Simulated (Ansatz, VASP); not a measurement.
**One calculation of Cu, two programs**

INCAR

```
SYSTEM = Cu
ALGO = Normal ; EDIFF = 1E-6
ENCUT = 520 ; GGA = PE
ISIF = 2 ; ISMEAR = 0
LASPH = .True. ; LCHARG = .False.
LREAL = .False. ; LWAVE = .False.
NBANDS = 12 ; NELM = 100
PREC = Accurate ; SIGMA = 0.15
```

Contents of KPOINTS:

```
k-points
0
Gamma
  22 22 22
  0 0 0
```

Contents of POSCAR:

```
Cu
1.0
   -1.4487000000      1.4487000000      1.3129000000
    1.4487000000     -1.4487000000      1.3129000000
    1.4487000000      1.4487000000     -1.3129000000
Cu
1
Direct
    0.0000000000      0.0000000000      0.0000000000
```

Input for Ansatz:

```yaml
crystal:
  lattice:
    - [-1.4487, 1.4487, 1.3129]
    - [1.4487, -1.4487, 1.3129]
    - [1.4487, 1.4487, -1.3129]
  atoms:
    - { symbol: Cu, position: [0.0, 0.0, 0.0] }
basis:
  ecutwfc: 520.0
kpoints:
  mp_grid: { grid: [22, 22, 22] }
hamiltonian:
  xc: pbe
  pseudopotentials: { kind: paw, azcp: { folder: soft_1 } }
scf:
  occupations: { method: gaussian, width: 0.15 }
output:
  forces: true
  stress: true
  eigenvalues: true
```

Alike in both runs: task single point; functional PBE; k mesh 22 × 22 × 22; occupations gaussian, width 0.15 eV; no spin polarisation.

```csv
,VASP,Ansatz
version,VASP 6.6.1,Ansatz 0.2.0
potentials or method,"VASP PAW PBE potentials, release 64 (Cu)","scalar-relativistic, plane waves, PAW"
plane-wave cutoff (eV),520,520
valence electrons in the cell,11,19
```

|  | VASP | Ansatz | Ansatz less VASP |
| --- | --- | --- | --- |
| gap on the k mesh at the Fermi level (eV) | none | none | - |
| pressure (GPa) | 15.5 | 14.8 | -0.68 |
| largest component of the traceless stress (GPa) | 1.15 | 1.10 | -0.050 |

A gap of «none» marks a metal or a gap that the smearing closes. The two sets of potentials don't hold the same shells in valence.

Caveats: so large a pressure means that the cell lies far from this level's equilibrium, or that cutoff or potentials fall short (VASP).
